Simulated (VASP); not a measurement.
Crystal: AgBr.

```
Ag Br
1.0
     0.00000    2.92166    2.92166
     2.92166    0.00000    2.92166
     2.92166    2.92166    0.00000
Ag Br
1 1
Direct
  0.00000 0.00000 0.00000
  0.50000 0.50000 0.50000
```

```yaml
Program: VASP 6.6.1
Task: relaxation of cell and atoms
Functional: PBE
Dispersion: D3(BJ)
Potentials_or_basis: VASP PAW PBE potentials, release 64 (Ag, Br)
Cutoff: 600 eV
k_mesh: 8 × 8 × 8
Occupations: gaussian, width 0.02 eV
Spin: no spin polarisation
```

At the start: pressure -2.4 GPa; volume 24.94 Å³/atom.

**Question.** Where does the relaxation end?

**Answer.** Over 3 steps the energy falls by 11.6 meV/atom and the volume is 23.50 Å³/atom (-5.8 %); space group Fm-3m (No. 225, to 0.05 Å).

The path:
```tsv
step	energy change (eV)	largest force (eV/Å)	pressure (GPa)	volume (Å³)
1	0.0000	0.0000	-2.44	49.88
2	-0.0230	0.0000	-0.18	47.18
3	-0.0232	0.0000	-0.01	47.00
```

Final structure:
```cif
data_structure
_symmetry_space_group_name_H-M 'P 1'
_symmetry_Int_Tables_number 1
_cell_length_a 4.0507
_cell_length_b 4.0507
_cell_length_c 4.0507
_cell_angle_alpha 60.000
_cell_angle_beta 60.000
_cell_angle_gamma 60.000
_cell_volume 47.00
loop_
_atom_site_label
_atom_site_type_symbol
_atom_site_fract_x
_atom_site_fract_y
_atom_site_fract_z
_atom_site_occupancy
Ag1 Ag 0.00000 0.00000 0.00000 1
Br1 Br 0.50000 0.50000 0.50000 1
```
